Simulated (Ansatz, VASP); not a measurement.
## Two plane-wave programs on TaAs

```
Ta As
1.0
    -1.72181    1.72181    5.86794
     1.72181   -1.72181    5.86794
     1.72181    1.72181   -5.86794
Ta As
2 2
Cartesian
  0.0000 0.0000 5.8676
  1.7218 0.0000 2.9336
  0.0000 0.0000 0.9698
  0.0000 1.7218 3.9037
```

The cell is a database's computed one.

Alike in both runs: task single point; functional PBE; k mesh 11 × 11 × 11; occupations gaussian, width 0.013 eV; no spin polarisation.

|  | VASP | Ansatz |
| --- | --- | --- |
| version | VASP 6.6.1 | Ansatz 0.2.0 |
| potentials or method | VASP PAW PBE potentials, release 64 (Ta_pv, As) | Ansatz PAW |
| plane-wave cutoff (eV) | 520 | 420 |
| valence electrons in the cell | 32 | 56 |

Ansatz gave:

- least direct gap on the mesh (eV): 0.04
- pressure (GPa): 2.1
- largest component of the traceless stress (GPa): 0.66
- rms of the force components (eV/Å): 0.015

Q: Estimate VASP's values.

A: Least direct gap on the mesh (eV): 0.04; pressure (GPa): 2.6; largest component of the traceless stress (GPa): 0.74; rms of the force components (eV/Å): 0.016.

Atom by atom the forces differ by 0.001 eV/Å (rms over components). The two sets of potentials don't hold the same shells in valence.

Caveats: spin-orbit coupling is left out, which moves the levels of the heavy elements; an odd mesh through Γ misses points on the zone boundary, where band edges often lie (VASP); odd divisions of the mesh miss points on the zone boundary, where band edges often lie, so the gap on the mesh can be too wide (Ansatz).
